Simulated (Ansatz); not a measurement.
A run of Ansatz 0.2.0 is set up as follows.

The input input.yaml:

```yaml
crystal:
  lattice:
    - [0.0, 2.325, 2.325]
    - [2.325, 0.0, 2.325]
    - [2.325, 2.325, 0.0]
  atoms:
    - { symbol: Hf, position: [0.5, 0.5, 0.5] }
    - { symbol: C, position: [0.0, 0.0, 0.0] }
kpoints:
  mp_grid: { grid: [10, 10, 10] }
scf:
  occupations: { method: fermi_dirac, width: 0.05 }
hamiltonian:
  xc: lda
  pseudopotentials: { kind: all_electron, lapw: { basis_error: 0.001 } }
output:
  forces: true
  stress: true
relax:
  f_tol: 0.02
  max_steps: 60
  cell: {}
```

Potentials or basis: all-electron LAPW, scalar-relativistic.

The run is started by

```sh
$ ansatz run input.yaml --threads 1 --pin off --max-ram 3072MiB --backend cpu --events-out ev --progress --plain --runs-dir out
```

(1) What does it give for the space group after relaxing (to 0.05 Å)?

(2) Estimate the relaxed cell.

(3) What does it give for the relaxed volume?

Answers

(1) Fm-3m (No. 225).

(2) a = 3.234 Å, b = 3.234 Å, c = 3.234 Å, α = 60.00°, β = 60.00°, γ = 60.00°.

(3) 11.96 Å³/atom.
